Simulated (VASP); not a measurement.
# SbS₂: restarted molecular dynamics, 2 variants

SbS₂, I-42d (no. 122), 12 atoms in the cell. PBE, molecular dynamics; PAW potentials Sb, S (PBE set).

| Restart from | Temperature at the end (K) | The same without a restart (K) | Potential energy at the end (eV/atom) | The same without a restart (eV/atom) | Electronic steps in the first step after the restart | Time (s) |
|---|---|---|---|---|---|---|
| CONTCAR with velocities, WAVECAR read | 1134.0 | 1134.0 | -3.94786 | -3.94786 | 6 | 292 |
| CONTCAR with velocities, no WAVECAR | 1134.0 | 1134.0 | -3.94787 | -3.94786 | 19 | 273 |

Limits: 120 fs of 12 atoms are too short for converged averages.

## Input of the first row

INCAR.step1:
```
SYSTEM = SbS2
GGA = PE
PREC = Normal
ENCUT = 260
EDIFF = 1E-6
NELMIN = 4
NELM = 60
ALGO = Fast
LREAL = Auto
LASPH = .TRUE.
ISMEAR = -1
SIGMA = 0.069
ISYM = 0
LWAVE = .TRUE.
LCHARG = .FALSE.
IBRION = 0
NSW = 30
POTIM = 2.0
TEBEG = 1600
ISIF = 2
RANDOM_SEED = 912533 0 0
MDALGO = 1
ANDERSEN_PROB = 0.0
KPAR = 2
```

INCAR.step2, as INCAR.step1 but for:
```
- LWAVE = .TRUE.
+ LWAVE = .FALSE.
```

KPOINTS:
```
k-points
0
Monkhorst-Pack
  2 2 1
```

POSCAR.step1:
```
SbS2
1.0
    6.0614300000      0.0000000000      0.0000000000
    0.0000000000      6.0614300000      0.0000000000
    0.0000000000      0.0000000000     11.5951940000
Sb S
4 8
Direct
    0.0000000000      0.0000000000      0.0000000000
    0.0000000000      0.5000000000      0.2500000000
    0.5000000000      0.5000000000      0.5000000000
    0.5000000000      0.0000000000      0.7500000000
    0.7500000000      0.2740290000      0.3750000000
    0.2259710000      0.2500000000      0.1250000000
    0.2500000000      0.7259710000      0.3750000000
    0.7740290000      0.7500000000      0.1250000000
    0.2500000000      0.7740290000      0.8750000000
    0.7259710000      0.7500000000      0.6250000000
    0.7500000000      0.2259710000      0.8750000000
    0.2740290000      0.2500000000      0.6250000000
```

Commands (each step's output is kept before the next begins):
```
cat potpaw_PBE.64/Sb/POTCAR potpaw_PBE.64/S/POTCAR > POTCAR
cp INCAR.step1 INCAR
cp POSCAR.step1 POSCAR
mpirun -np 2 vasp_std > vasp.out
cp CONTCAR POSCAR
cp INCAR.step2 INCAR
mpirun -np 2 vasp_std > vasp.out
```

Changes of the last row against the first:
```
(step 1)
- LWAVE = True
+ LWAVE = False
```

VASP 6.6.1 took 292 s on 2 cores (Intel Xeon Platinum 8259CL @ 2.50GHz (Skylake/Cascade Lake)), a shared host.
